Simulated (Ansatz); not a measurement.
Si:

```
Si
1.0
     2.62054    0.00000    0.00000
    -1.31027    2.26946    0.00000
     0.00000    0.00000    2.46635
Si
1
Direct
  0.00000 0.00000 0.00000
```

This isn't the form of Si at room conditions, which is diamond.

* Program: Ansatz 0.2.0
* Task: single point
* Functional: PBEsol
* Potentials or basis: all-electron LAPW, scalar-relativistic
* Cutoff: 189 eV (chosen from the basis error)
* Basis error allowed: 0.001 eV/atom
* k mesh: 12 × 12 × 11
* Occupations: fermi-dirac, width 0.05 eV
* Spin: no spin polarisation

On this cell: pressure 0.6 GPa; band gap on the k mesh none (metal or under the smearing width).

The same run follows on a disturbed copy (cell strained at random at fixed volume):

```
Si
1.0
     2.60449    0.00517   -0.01146
    -1.29777    2.25828   -0.00872
    -0.01078   -0.01570    2.49115
Si
1
Direct
  0.98790 0.98721 0.98432
```

**Question.** What changes?

**Answer.** The energy (extrapolated to zero smearing) moves by -0.8 meV/atom; pressure 0.4 GPa; band gap on the k mesh none (metal or under the smearing width).

Stress tensor (GPa, compression positive):
```
 1.06 -0.44  0.89
-0.44  0.56  1.32
 0.89  1.32 -0.36
```
